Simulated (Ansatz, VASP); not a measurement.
# One calculation of CoO, two programs

The input INCAR:

```
PREC = Accurate
ENCUT = 520
EDIFF = 1E-7
ISMEAR = 0
SIGMA = 0.1
LREAL = F
LASPH = T
NELM = 150
ALGO = Normal
ISIF = 2
LWAVE = F
LCHARG = F
ISPIN = 2
MAGMOM = -2.3 2.3 0.18 -0.18
LORBIT = 11
LMAXMIX = 4
GGA = PS
NBANDS = 27
```

Contents of KPOINTS:

```
Automatic mesh
0
Gamma
  1 1 1
```

The input POSCAR:

```
CoO
1.0
    3.1976457435      0.0000000000      0.0000000000
   -1.5988228718      2.7692424462      0.0000000000
    0.0000000000      0.0000000000      5.2287097100
Co O
2 2
Direct
    0.0000000000      0.0000000000      0.0034741400
    0.3333333333      0.6666666667      0.5033624100
    0.0000000000      0.0000000000      0.3716088500
    0.3333333333      0.6666666667      0.8715556000
```

Input for Ansatz:

```yaml
crystal:
  lattice:
    - [3.1976457435, 0.0, 0.0]
    - [-1.5988228718, 2.7692424462, 0.0]
    - [0.0, 0.0, 5.22870971]
  atoms:
    - { symbol: Co, position: [0.0, 0.0, 0.00347414], spin: -2.3 }
    - { symbol: Co, position: [0.3333333333, 0.6666666667, 0.50336241], spin: 2.3 }
    - { symbol: O, position: [0.0, 0.0, 0.37160885], spin: 0.18 }
    - { symbol: O, position: [0.3333333333, 0.6666666667, 0.8715556], spin: -0.18 }
basis:
  ecutwfc: 420
kpoints:
  mp_grid: { grid: [1, 1, 1] }
hamiltonian:
  xc: pbesol
scf:
  occupations: { method: gaussian, width: 0.1 }
output:
  forces: true
  stress: true
  eigenvalues: true
  populations: true
magnetization:
  spin_polarized: true
```

Alike in both runs: task single point; functional PBEsol; k mesh 1 × 1 × 1; occupations gaussian, width 0.1 eV; collinear spin.

|  | VASP | Ansatz |
| --- | --- | --- |
| version | VASP 6.6.1 | Ansatz 0.2.0 |
| potentials or method | VASP PAW PBE potentials, release 64 (Co, O) | scalar-relativistic, plane waves, PAW |
| plane-wave cutoff (eV) | 520 | 420 |
| valence electrons in the cell | 30 | 46 |

```csv
,VASP,Ansatz,Ansatz less VASP
pressure (GPa),-7.4,-7.2,+0.21
largest component of the traceless stress (GPa),9.85,10.27,+0.426
rms of the force components (eV/Å),1.488,1.476,-0.0121
net moment per atom (μB),0.00,0.50,+0.499
size of the moment on the site where the two differ most (μB),1.78,1.33,-0.452
```

The net moments differ so much that the two runs ended in different magnetic states, which moves the other rows too. Site moments also hang on the region over which each program counts them. Atom by atom the forces differ by 0.066 eV/Å (rms over components). The two sets of potentials don't hold the same shells in valence. Ansatz warned: «seeded_moment_not_kept».

Caveats: the k mesh is coarse (spacing up to 2.27 Å⁻¹), so the values aren't converged; the PAW data sets were made with another functional, which shifts forces and pressure a little (VASP); an odd mesh through Γ misses points on the zone boundary, where band edges often lie.
